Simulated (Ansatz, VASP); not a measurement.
## NaH in VASP and in Ansatz

```
CELL_PARAMETERS angstrom
0.00000 2.41534 2.41534
2.41534 0.00000 2.41534
2.41534 2.41534 0.00000
ATOMIC_POSITIONS crystal
Na 0.00000 0.00000 0.00000
H 0.50000 0.50000 0.50000
```

Alike in both runs: functional PBE; k mesh 8 × 8 × 8; occupations gaussian, width 0.02 eV; no spin polarisation.

Ansatz relaxed the structure, and its values are those at the end. VASP's run is a single point on that final structure, the one shown.

```csv
,VASP,Ansatz
version,VASP 6.6.1,Ansatz 0.2.0
potentials or method,"VASP PAW PBE potentials, release 64 (Na_pv, H)","scalar-relativistic, plane waves, PAW"
plane-wave cutoff (eV),520,420
valence electrons in the cell,8,10
```

```csv
,VASP,Ansatz,Ansatz less VASP
gap on the k mesh at the Fermi level (eV),3.76,3.76,+0.002
least direct gap on the mesh (eV),4.62,4.62,+0.005
pressure (GPa),0.0,0.0,+0.03
```

The two sets of potentials don't hold the same shells in valence.

A k mesh can miss the band edges. Expect the measured gap to be larger: semilocal functionals such as PBE lack the derivative discontinuity.
